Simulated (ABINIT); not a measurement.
The system is Pt.

```
Pt
1.0
     2.76067    0.00000    0.00000
    -1.38033    2.39081    0.00000
     0.00000    0.00000    4.79213
Pt
2
Direct
  0.33333 0.66667 0.25000
  0.66667 0.33333 0.75000
```

This isn't the form of Pt at room conditions, which is fcc.

```yaml
Program: ABINIT 10.8.3 (patched build)
Task: relaxation of cell and atoms
Functional: PBEsol
Potentials_or_basis: JTH PAW PBE v2.0
Cutoff: 435 eV
k_mesh: 11 × 11 × 6
Occupations: fermi-dirac, width 0.05 eV
Spin: no spin polarisation
```

At the start: pressure -9.3 GPa; volume 15.81 Å³/atom.

Where does the relaxation end?

Over 5 steps the energy falls by 19.0 meV/atom and the volume is 15.22 Å³/atom (-3.8 %); space group P6_3/mmc (No. 194, to 0.05 Å).

The path:
| step | energy change (eV) | largest force (eV/Å) | pressure (GPa) | volume (Å³) |
| --- | --- | --- | --- | --- |
| 1 | 0.0000 | 0.0000 | -9.30 | 31.63 |
| 2 | -0.0336 | 0.0000 | -2.31 | 30.74 |
| 3 | -0.0366 | 0.0000 | 0.34 | 30.43 |
| 4 | -0.0373 | 0.0000 | 0.40 | 30.42 |
| 5 | -0.0380 | 0.0000 | 0.07 | 30.44 |

Final structure:
```
Pt
1.0
     2.73883    0.00000    0.00000
    -1.36942    2.37190    0.00000
     0.00000    0.00000    4.68560
Pt
2
Direct
  0.33333 0.66667 0.25000
  0.66667 0.33333 0.75000
```

Caveat: the PAW data sets were made with another functional, which shifts forces and pressure a little.
